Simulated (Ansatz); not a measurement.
The system is Ta2N.

```
Ta N
1.0
     3.11286    0.00000    0.00000
    -1.55643    2.69582    0.00000
     0.00000    0.00000    4.86984
Ta N
2 1
Direct
  0.33333 0.66667 0.25471
  0.66667 0.33333 0.74529
  0.00000 0.00000 0.00000
```

The cell comes from a database or a generator and needn't be the stable form of this composition.

- Program: Ansatz 0.2.0
- Task: relaxation of cell and atoms
- Functional: r2SCAN
- Dispersion: D3(BJ)-ATM
- Potentials or basis: Ansatz PAW
- Cutoff: 500 eV (not typed: the program's choice for these potentials)
- k mesh: 10 × 10 × 6
- Occupations: fermi-dirac, width 0.05 eV
- Spin: no spin polarisation

At the start: volume 13.62 Å³/atom.

Question: Where does the relaxation end?

Answer: It ends after 6 steps and the volume is 13.27 Å³/atom (-2.6 %); space group P-3m1 (No. 164, to 0.05 Å).

Step by step:
| step | energy change (eV) | largest force (eV/Å) | volume (Å³) |
| --- | --- | --- | --- |
| 1 | 0.0000 | 0.1052 | 40.87 |
| 2 | -0.0280 | 0.0070 | 40.08 |
| 3 | -0.0310 | 0.0042 | 39.77 |
| 4 | -0.0310 | 0.0021 | 39.81 |
| 5 | -0.0310 | 0.0008 | 39.81 |
| 6 | -0.0305 | 0.0009 | 39.81 |

Final structure:
```cif
data_structure
_symmetry_space_group_name_H-M 'P 1'
_symmetry_Int_Tables_number 1
_cell_length_a 3.0642
_cell_length_b 3.0642
_cell_length_c 4.8958
_cell_angle_alpha 90.000
_cell_angle_beta 90.000
_cell_angle_gamma 120.000
_cell_volume 39.81
loop_
_atom_site_label
_atom_site_type_symbol
_atom_site_fract_x
_atom_site_fract_y
_atom_site_fract_z
_atom_site_occupancy
Ta1 Ta 0.33333 0.66667 0.25757 1
Ta2 Ta 0.66667 0.33333 0.74243 1
N1 N 0.00000 0.00000 0.00000 1
```

Caveat: the plane-wave basis is chosen anew once the cell has moved, so the energies of steps on either side of that aren't comparable; pairwise dispersion overbinds metals, which lowers pressure and volume; the PAW data sets come from PBE, with cores solved anew for the run's functional, which leaves a small shift of forces and pressure.
